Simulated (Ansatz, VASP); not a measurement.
# LaAlGe: VASP beside Ansatz, part 2 of 2

One calculation is typed for both programs; each brings its own data sets and cutoff. How far apart do they land? The cell is taken from a series of VASP runs on this material, whose earlier steps may have relaxed, scaled or displaced it; both programs get it as it stands.

VASP 6.6.1 and Ansatz 0.2.0.

So far: Set-up; VASP: relaxation of cell and atoms, LDA.

### 3. Ansatz: relaxation of cell and atoms, LDA

Level of this step: Ansatz beside VASP: Kohn-Sham DFT, plane waves, LDA (Ansatz).

Ansatz runs on its default PAW (the set named soft_2) files.

The same cell, functional (in two slightly different forms), mesh and smearing now go to Ansatz, which takes its cutoff from its data sets.

Input file input.yaml:

```yaml
crystal:
  lattice:
    - [-2.1372108194, 2.1372108194, 7.3036795641]
    - [2.1372108194, -2.1372108194, 7.3036795641]
    - [2.1372108194, 2.1372108194, -7.3036795641]
  atoms:
    - { symbol: La, position: [0.4991858366, 0.9991858366, 0.5] }
    - { symbol: La, position: [0.7491858366, 0.7491858366, 0.0] }
    - { symbol: Ge, position: [0.916236823, 0.416236823, 0.5] }
    - { symbol: Ge, position: [0.166236823, 0.166236823, 0.0] }
    - { symbol: Al, position: [0.0828773405, 0.5828773405, 0.5] }
    - { symbol: Al, position: [0.3328773405, 0.3328773405, 0.0] }
hamiltonian:
  xc: lda
  pseudopotentials: { kind: paw }
kpoints:
  mp_grid: { grid: [12, 12, 12] }
scf:
  occupations: { method: methfessel_paxton, width: 0.15 }
relax:
  f_tol: 0.01
  max_steps: 60
  cell: { stress_tol: 0.05 }
output:
  forces: true
  stress: true
  write_density: true
  write_potential: true
  elf: true
  volumetric_format: npy
```

Launch:

```sh
ansatz run input.yaml --threads 4 --pin off --max-ram 9216MiB --backend cpu --events-out ev --progress --plain --runs-dir out
```

Numbers of over 12 decimals in the logs are rounded to 6 here.

The program printed:

```text
basis.fft_grid_basis auto: the FFT boxes are laid along the combinations [[1, -1, 0], [0, 1, 0], [1, 0, 1]] of the cell's own vectors, 6.045, 7.904 and 4.274 Å long. The dense box has 45×54×30 points. Along the cell's own vectors, as sized, it would have 54×54×54, 2.16 times as many. Of the 8 symmetry operations that the crystal satisfies within crystal.symmetry.tolerance (time reversal apart; of a slab, those that k [...]
Engine: ansatz 0.2.0, aarch64-unknown-linux-gnu
Pseudopotentials: kind: paw
Pseudopotential: La, paw, valence charge 11, recommended cutoff 420 eV (normal), La.paw.azcp
Pseudopotential: Ge, paw, valence charge 14, recommended cutoff 420 eV (normal), Ge.paw.azcp
Pseudopotential: Al, paw, valence charge 3, recommended cutoff 420 eV (normal), Al.paw.azcp
Functional definition: SPW92
  exchange = slater_x
  correlation = pw_c
Crystal: 6 atoms, lattice volume = 133.443 Å³
Basis set: ecut = 420 eV, 2585 PW (Γ), FFT grids on a1−a2, a2, a1+a3
Bands: 34, of which v1, the nominal top of the filled ones, is band 28 counted from 1 (27 counted from 0)
Symmetry: 8 space group operations
Space group: I41md (ITA 109), of the structure as read, at distance tolerance 5.1e-5 Å
k-points: 163 of 1728 (time reversal used)
Non-local potential: La, projectors of the file, l = 0: 3, l = 1: 2, l = 2: 2, l = 3: 3
Non-local potential: Ge, projectors of the file, l = 0: 2, l = 1: 2, l = 2: 3, l = 3: 1
Non-local potential: Al, projectors of the file, l = 0: 2, l = 1: 2, l = 2: 1
PAW form: soft (Blöchl's): semilocal exchange-correlation on the pseudo side does not see the compensation charge
PAW frozen core: La, regenerated for the run's functional, and the local potential with it (the file was generated under x = pbe(κ = 0.804, μ = 0.219515), c = pbe(β = 0.066725))
PAW frozen core: Ge, regenerated for the run's functional, and the local potential with it (the file was generated under x = pbe(κ = 0.804, μ = 0.219515), c = pbe(β = 0.066725))
PAW frozen core: Al, regenerated for the run's functional, and the local potential with it (the file was generated under x = pbe(κ = 0.804, μ = 0.219515), c = pbe(β = 0.066725))
PAW one-centre angular grid: La, 590 points (default); XC on 64 Gauss nodes
PAW one-centre angular grid: Ge, 590 points (default); XC on 64 Gauss nodes
PAW one-centre angular grid: Al, 110 points (default); XC on 64 Gauss nodes
Initial density: superposition of atomic densities (neutral atoms: chi_scale 0, normalization atom), corrected by the library's trained network
Initial wavefunctions: pseudopotential atomic-orbital guess
Functional: x = slater, c = lda
SCF iter   1: F=—  HF=-21613.973949 eV  |F-HF|=—  |Δ(HF+E_count)|=         —  Δρ=4.11e-3  dr2=1.25e-2  ethr=1.77e-3  ⟨swp⟩=5.2  Hψ=22727  notcnv=0
preconditioner: auto → Kerker (q_TF=auto, 2.361 Å⁻¹)  [metal: Δε(μ)=0.014 eV  Ē_g=9.914 eV  σ=0.150 eV  W_gap=0.08  n_scr=32 (ndim 8)  ℏωp=18.2 eV  f_vac=0.000  D(μ)=0.72/eV (n_scr^D=2)]
SCF iter   2: F=—  HF=-21613.966955 eV  |F-HF|=—  |Δ(HF+E_count)|=   6.99e-3  S|Δr|=    0.00e0  Δρ=2.23e-3  dr2=4.80e-3  ethr=2.23e-5  ⟨swp⟩=2.7  Hψ=12509  notcnv=0  defer=129
SCF iter   3: F=—  HF=-21613.966189 eV  |F-HF|=—  |Δ(HF+E_count)|=   7.66e-4  S|Δr|=    0.00e0  Δρ=6.19e-4  dr2=4.16e-4  ethr=8.57e-6  ⟨swp⟩=3.0  Hψ=10503  notcnv=0  defer=129
SCF iter   4: F=—  HF=-21613.965971 eV  |F-HF|=—  |Δ(HF+E_count)|=   2.19e-4  S|Δr|=    0.00e0  Δρ=2.20e-4  dr2=7.45e-5  ethr=7.42e-7  ⟨swp⟩=2.6  Hψ=10580  notcnv=0  defer=129
SCF iter   5: F=—  HF=-21613.965969 eV  |F-HF|=—  |Δ(HF+E_count)|=   2.00e-6  S|Δr|=    0.00e0  Δρ=6.16e-5  dr2=7.83e-6  ethr=1.33e-7  ⟨swp⟩=2.6  Hψ=9447  notcnv=0  defer=129
SCF iter   6: F=—  HF=-21613.965966 eV  |F-HF|=—  |Δ(HF+E_count)|=   2.59e-6  S|Δr|=    0.00e0  Δρ=1.70e-5  dr2=4.58e-7  ethr=1.40e-8  ⟨swp⟩=2.7  Hψ=9745  notcnv=0  defer=129
SCF iter   7: F=-21613.965966 eV  HF=-21613.965966 eV  |F-HF|=1.19e-8  |Δ(HF+E_count)|=   1.50e-7  S|Δr|=    0.00e0  Δρ=2.97e-6  dr2=2.09e-8  ethr=1.79e-10  ⟨swp⟩=9.1  Hψ=38590  notcnv=0
SCF 1 converged in 7 iterations: F = -21613.965966 eV  dr2 = 2.09e-8
  greatest PAW one-centre occupation: 0.998 electrons in one spin orbital (limit 2), on the Ge atom at site 3 (counted from 0), in its partial waves of l = 2
relax step   1: F+E_penalty+E_count = -21613.96596576 eV  Δ(F+E_penalty+E_count) = +0.000e0 eV  max|allowed force component| = 5.677e-3 eV/Å  Δτ_max = 0.0000 Å  P = +0.038 GPa  Ω = 133.443 Å³  (7 SCF iters, dr2 threshold 1.00e-7 eV, accepted)
[...]
relax step   2: F+E_penalty+E_count = -21613.96596163 eV  Δ(F+E_penalty+E_count) = +4.132e-6 eV  max|allowed force component| = 3.511e-3 eV/Å  Δτ_max = 0.0009 Å  P = -0.009 GPa  Ω = 133.515 Å³  energy of the carried Pulay correction = -1.251e-5 eV  (5 SCF iters, dr2 threshold 9.30e-9 eV, accepted)
[...]
relax step   3: F+E_penalty+E_count = -21613.96597265 eV  Δ(F+E_penalty+E_count) = -1.102e-5 eV  max|allowed force component| = 3.517e-3 eV/Å  Δτ_max = 0.0000 Å  P = -0.009 GPa  Ω = 133.515 Å³  stress off target by 1.39e-2 GPa  SCF on the basis re-selected at this cell (its energy is not comparable with the rows above)  (4 SCF iters)
basis re-selected at this cell: Δ(F+E_penalty+E_count) = -1.102e-5 eV, ΔP = +0.000 GPa vs the last step (what re-selecting the basis moved, of the pressure what is left beyond the Pulay correction that the steps carried, after the strain that the cell walked since its last selection, with what the two solves' SCF thresholds leave and, on support functions, any second-order correction that the steps lacked; it is no m [...]
SCF converged after 4 iterations
Stability not checked: this state was not tested for a lower state beside it, because cold or Methfessel-Paxton smearing, or corrected tetrahedra, fill the levels in a way that the test cannot read (fill_not_monotonic; see scf.lower_state_search)
Free energy (F): -21613.965973 eV
Harris-Foulkes:  -21613.965973 eV  (|F-HF|=3.64e-12)
Internal energy: -21613.968635 eV  (E = F + TS)
E sigma→0 (E₀):  -21613.966638 eV
Entropy (-TS):   0.002662 eV (0.444 meV/atom)
Fermi energy:    10.948763 eV
--- Per-component energies (eV) ---
  E_band       = -281.927734
  E_kinetic    = 660.874450
  E_local      = -5702.796969  (includes V_loc(G=0)·N_el)
  E_nonlocal   = 1063.815164
  E_hartree    = 2481.701930
  E_xc         = -509.987548
  E_vxc        = -489.093499  (∫ρ·V_xc dr)
  E_paw        = -15257.976376  (= ΣΔE_a)
  E_vpaw       = -778.131237  (= ΣTr[D̂ρ^β])
  E_aug_tail   = 0.000587  (compensation charges beyond the density's cutoff)
  E_ewald      = -4354.173391
  E_core_change = 4.573518  (= ΣΔE_core)
  E_smearing   = 0.002662  (= −TS)
  E_closure    = -0.000000  (closes the sum)
  Σ components = -21613.965973   (vs F -21613.965973, Δ=0.00e0)
--- Forces (eV/Å), atoms counted from 1 ---
  atom   1  La     0.00000000    -0.00000000    -0.00351769
  atom   2  La    -0.00000000    -0.00000000    -0.00351769
  atom   3  Ge     0.00000000     0.00000000     0.00026789
  atom   4  Ge    -0.00000000     0.00000000     0.00026789
  atom   5  Al     0.00000000    -0.00000000     0.00324795
  atom   6  Al    -0.00000000     0.00000000     0.00324795
  max |Σ_I F_I| component: 3.70e-6 eV/Å
--- Stress (GPa, compression-positive) ---
       -0.006297       0.000000      -0.000000
        0.000000      -0.006297      -0.000000
       -0.000000       0.000000      -0.013930
  P = ⅓ Tr σ = -0.0088 GPa (-0.088 kbar)
--- Band table (eV; the first three rows and the last of 163) ---
  k-point 0: bands = [... 24 lower, 9.2438, 9.5404, 9.5404, 10.4019, 11.2013, 11.3564, 12.0439, 12.4342, ... 2 higher]
  k-point 1: bands = [... 24 lower, 9.1983, 9.5730, 9.9200, 10.5432, 11.3431, 11.4445, 11.8872, 12.1552, ... 2 higher]
  k-point 2: bands = [... 24 lower, 9.0553, 9.6000, 10.6750, 10.8025, 11.2089, 11.2212, 11.5324, 12.0672, ... 2 higher]
  k-point 162: bands = [... 24 lower, 9.4841, 9.4841, 9.4848, 9.4848, 12.0361, 12.0361, 12.2657, 12.2657, ... 2 higher]
--- Relaxed structure (2 steps of the walk, 2 accepted, 1 SCFs on fresh bases) ---
  F+E_penalty+E_count = -21613.96597265 eV   max|allowed force component| = 3.517e-3 eV/Å   (the final SCF, on the basis selected at the relaxed cell)
  cell:  # Å, volume = 133.5151 Å³
    - [-2.137516, 2.137516, 7.305531]
    - [2.137516, -2.137516, 7.305531]
    - [2.137516, 2.137516, -7.305531]
  atoms:
    - { symbol: La, position: [0.499247, 0.999247, 0.5] }
    - { symbol: La, position: [0.749247, 0.749247, 0] }
    - { symbol: Ge, position: [0.916201, 0.416201, 0.5] }
    - { symbol: Ge, position: [0.166201, 0.166201, 0] }
    - { symbol: Al, position: [0.082853, 0.582853, 0.5] }
    - { symbol: Al, position: [0.332853, 0.332853, 0] }
```

Elapsed: 54 s, on 4 threads of Arm Neoverse V2, shared host; peak memory 0.88 GiB; 3.6 min of CPU time.

### 4. Side by side

Known differences besides the potentials themselves: the two LDA forms differ slightly; both relaxations stop at a tolerance, which leaves soft axes loose, and VASP keeps its plane-wave basis; the cutoff is 420 eV in Ansatz and 450 eV in VASP; VASP's log shows a relativistic correction to its local exchange, Ansatz's none; Ansatz adds a Pulay correction to the stress that steers its cell, VASP none. Total energies have different zeros and are not compared.

Compared:

| quantity | Ansatz | VASP | difference |
| --- | --- | --- | --- |
| volume (Å³) | 133.52 | 133.40 | +0.09 % |
| edge a after relaxation, in the typed setting (Å) | 7.906 | 7.905 | +0.01 % |

The walks stopped with -0.01 GPa left in Ansatz and 0.00 GPa in VASP; each walk ends within a tolerance, so the volume difference is uncertain by about these residues over the bulk modulus, most in soft cells.

### 5. Results

| Item | Value |
| --- | --- |
| difference in volume (relaxation of cell and atoms, LDA) | 0.088 % |

What this shows: The difference in volume is 0.088 % (relaxation of cell and atoms, LDA), within the 1.2 % picked in this series as the mark of a large difference, as far as the stopping tolerances let one tell. Such differences can come from data sets, numerical settings and the points named under the comparisons, not from the functional's error against experiment.

[Lines on the potential files, build, host, timing and source positions are cut from VASP's logs without a mark.]

[Logs are printed without paths, hosts, clocks, repeated set-up lines and the standing remarks that a program may print on its own settings, such as how far it seeks lower states.]

[Hosts, paths, dates, database ids (printed as entryN), source tags and the programs' standing remarks are cut or masked in the printed files.]
